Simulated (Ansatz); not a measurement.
Data:

```
CELL_PARAMETERS angstrom
      0.00000     2.51149     2.51149
      2.54457    -0.03308     2.54457
      2.54457     2.54457    -0.03308
ATOMIC_POSITIONS crystal
  Zr 0.00000 0.00000 0.00000
  O  0.24825 0.25175 0.25175
  O  0.75175 0.74825 0.74825
```

No spin polarisation.

The values are results of r2SCAN in Ansatz (plane waves to 500 eV, PAW, scalar-relativistic without spin-orbit coupling), earlier PAW set, not measurements. Γ-centred 11×11×11 mesh, Fermi–Dirac width 0.05 eV.

Q: Predict the space group, stress and smallest direct gap.

A: 
- Space group = Immm (No. 71)
- Stress (xx, yy, zz, yz, xz, xy; compression positive) = (0.07, 0.11, 0.11, 1.83, 0.00, 0.00) GPa
- Smallest direct gap = 4.29 eV

The cells carry an imposed strain or load. No phonon test of stability was made. The cell was made from ZrO2 in the fluorite structure (space group Fm-3m, No. 225) by this change: tensor shear ε_yz = −1.30 %. This is not the structure that ZrO2 has at room temperature and ambient pressure.

Ansatz is an electronic-structure program.
